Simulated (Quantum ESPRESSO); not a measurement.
## K under changes of volume

One of the cells (78.519 Å³/atom); the others are scaled copies at fixed shape and fractional positions:

```xyz
1
Lattice="-2.6976 2.6976 2.6976 2.6976 -2.6976 2.6976 2.6976 2.6976 -2.6976" Properties=species:S:1:pos:R:3 pbc="T T T"
K     0.0000    0.0000    0.0000
```

* Program: Quantum ESPRESSO 7.5
* Functional: PBE
* Potentials or basis: SSSP 1.3 efficiency PBE
* Cutoff: 816 eV
* Density cutoff: 6531 eV
* k mesh: 7 × 7 × 7
* Occupations: fermi-dirac, width 0.05 eV
* Spin: no spin polarisation

```csv
volume (Å³/atom),energy over the lowest point (meV/atom),pressure (GPa)
73.807,0.00,0.0
75.378,0.46,-0.1
76.948,1.60,-0.2
78.519,3.34,-0.2
80.089,5.63,-0.3
81.659,8.41,-0.3
83.230,?,?
```

Task: What does the run at 83.230 Å³/atom give?

Result: Energy over the lowest point 11.63 meV/atom; pressure -0.4 GPa.

Worked out: A Birch-Murnaghan fit of order 3 (a polynomial in V^(-2/3)) to the other rows has its minimum at 73.60 Å³/atom, just outside them, with B0 = V·E''(V) = 3.6 GPa and B' = 4.0. It gives 11.63 meV/atom at 83.230 Å³/atom, against the run's 11.63, and -dE/dV = -0.3 GPa, against -0.4.

Energies are extrapolated to zero smearing.
